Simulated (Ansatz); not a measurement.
## Charge transition levels of the H interstitial in BN, term by term

Method: DFT PBE+D3(BJ), scalar-relativistic, plane waves, PAW (Ansatz 0.2.0). Run with 420 eV cutoff, 2×2×2 k-mesh, shifted by half a step, Gaussian smearing of 0.01 eV, collinear spin in charge 0 alone.

Host crystal, relaxed:

```
CELL_PARAMETERS angstrom
1.25306 0.72345 3.29488
-1.25306 0.72345 3.29488
0.00000 -1.44691 3.29488
ATOMIC_POSITIONS crystal
B 0.99970 0.99970 0.99970
N 0.33274 0.33274 0.33274
```

The H interstitial was set at (0.188, 0.500, 0.812) of the host cell, in a supercell of 32 sites (287 Å³), relaxed at fixed cell in each charge q, from a start with the atoms near it displaced at random. In charges +1, 0, -1 some atom moved by up to 2.3 Å, so the relaxed defect can differ in kind from the start: near the site, 1 N at 1.83 Å, 1 N at 1.85 Å, 2 B at 1.86 Å became 1 N at 1.05 Å, 2 B at 1.98 Å, 1 B at 1.99 Å, 1 B at 2.07 Å, 3 N at 2.48 Å (charge +1); 1 B at 1.33 Å (charge 0); 1 B at 1.21 Å (charge -1). The host's Kohn–Sham gap is 4.16 eV and its static dielectric constant 5.4 (mean). For each charge: the supercell's free energy over the neutral one with q electrons exchanged at the valence band top, F(q) − F(0) + qE_v; the image-charge term; and the term that aligns the potential far from the defect with the host's.

```json
{"q": "+1", "F(q) − F(0) + qE_v (eV)": "-3.253", "image charge (eV)": "0.606", "alignment (eV)": "-0.004"}
{"q": "0", "F(q) − F(0) + qE_v (eV)": "0.000", "image charge (eV)": "0.000", "alignment (eV)": "0.000"}
{"q": "-1", "F(q) − F(0) + qE_v (eV)": "1.259", "image charge (eV)": "0.606", "alignment (eV)": "-0.169"}
```

**Question.** Add the terms and find the levels between neighbouring charges, ε(q/q′) = [A(q′) − A(q)]/(q − q′), with and without the two corrections.

**Answer.** A(q): -2.651 eV for +1, 0.000 eV for 0, 1.696 eV for -1.
| level | corrected (eV over E_v) | uncorrected (eV) |
| --- | --- | --- |
| (+1/0) | 2.65 | 3.25 |
| (0/-1) | 1.70 | 1.26 |

As a check, a point charge in a simple cubic cell of this volume has q²αe²/(2εL) = 0.571 q² eV (e² = 14.40 eV Å, α = 2.837, L = 6.59 Å); the shape of the real cell and the anisotropy of ε can change it somewhat. The term grows as q², so it pushes donor levels down and acceptor levels up. The program doubts the alignment for q = +1, -1, so levels beside it are uncertain by about that term.

**Question.** Which of these charges is lowest with the Fermi level at the valence band top, at mid-gap and at the conduction band bottom?

**Answer.** The line A(q) + qE_F that lies lowest gives the charge: +1 at E_F = 0.00 eV, +1 at E_F = 2.08 eV, -1 at E_F = 4.16 eV. The level (+1/0) lies above (0/-1), so charge 0 is never the lowest: a negative-U pattern, with a direct (+1/-1) level at 2.17 eV. Charges beyond those computed could lie lower near the band edges.

**Question.** The neutral defect forms at 2.39 eV with atoms taken from and returned to the elements. What are the formation energies at those three Fermi levels, and what share of sites would hold the defect at 1200 K with E_F at mid-gap, if the host still stood at that temperature?

**Answer.** E_f = E_f(0) + A(q) + qE_F = -0.26, 1.82, -0.08 eV. In the dilute limit the share is exp(−E_f/k_BT) = exp(−1.816/0.1034) = 2.4×10⁻⁸, leaving out degeneracy and vibrational entropy. A negative value marks a Fermi level that can't be reached at these chemical potentials: the defect would form first and pull it back. This is the H-rich limit; a poorer supply of H, or a competing compound of it, raises E_f. The small cell and the narrow Kohn–Sham gap leave errors of tenths of an eV or more, which change the share by orders of magnitude.

This form isn't the usual stable structure of the compound.